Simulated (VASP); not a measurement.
A run of VASP 6.6.1 is set up as follows.

Contents of INCAR:

```
ALGO = Normal
EDIFF = 1E-6
EDIFFG = -0.02
ENCUT = 600
GGA = PS
IBRION = 2
ISIF = 3
ISMEAR = -1
LASPH = True
LCHARG = False
LREAL = False
LWAVE = False
NELM = 80
NSW = 40
PREC = Accurate
PSTRESS = 100
SIGMA = 0.05
```

KPOINTS

```
k-points
0
Gamma
  9 9 5
```

The input POSCAR:

```
Zr
1.0
    3.2319982200      0.0000000000      0.0000000000
   -1.6159991100      2.7989925700      0.0000000000
    0.0000000000      0.0000000000      5.1470000000
Zr
2
Direct
    0.3346542400      0.6741300100      0.2538998500
    0.6653457600      0.3258699900      0.7461001500
```

Potentials or basis: VASP PAW PBE potentials, release 64 (Zr_sv).

Command:

```console
$ cat potpaw_PBE.64/Zr_sv/POTCAR > POTCAR
$ mpirun -np 1 vasp_std > vasp.out
```

Question: Estimate the band gap on the k mesh.

Answer: None (metal or under the smearing width).

Question: Estimate the space group after relaxing (to 0.05 Å).

Answer: Cmcm (No. 63).

Final structure:
```xyz
2
Lattice="3.0661 0.0041 0.0002 -1.5295 2.6740 -0.0006 0.0003 -0.0010 5.0135" Properties=species:S:1:pos:R:3 pbc="T T T"
Zr   -0.0045    1.8031    1.2524
Zr    1.5414    0.8741    3.7607
```
